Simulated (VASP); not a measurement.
Input of a VASP 6.6.1 run:

The input INCAR:

```
SYSTEM = C
  ALGO = Normal
  DIPOL = 0.5 0.5 0.500
  EDIFF = 1E-6
  ENCUT = 520
  GGA = PE
  IDIPOL = 3
  ISIF = 2
  ISMEAR = 0
  IVDW = 12
  LASPH = .TRUE.
  LCHARG = .FALSE.
  LDIPOL = .TRUE.
  LREAL = .FALSE.
  LWAVE = .FALSE.
  NBANDS = 11
  NELM = 100
  PREC = Accurate
  SIGMA = 0.1
```

KPOINTS

```
k-points
0
G
  21 21 1
  0 0 0
```

POSCAR

```
C
1.0
    2.4649588005      0.0000000000      0.0000000000
   -1.2324794002      2.1347169405      0.0000000000
    0.0000000000      0.0000000000     26.0024025614
C
2
Direct
    0.6666666667      0.3333333333      0.4999769006
    0.3333333333      0.6666666667      0.5000230994
```

Potentials or basis: VASP PAW PBE potentials, release 64 (C).

Run with:

```sh
$ cat potpaw_PBE.64/C/POTCAR > POTCAR
$ mpirun -np 1 vasp_std > vasp.out
```

(1) What does it give for the dispersion energy per atom?

(2) Estimate the largest force.

(3) Predict the band gap on the k mesh.

Answers

(1) -0.089 eV.

(2) 0.020 eV/Å.

(3) none (metal or under the smearing width).
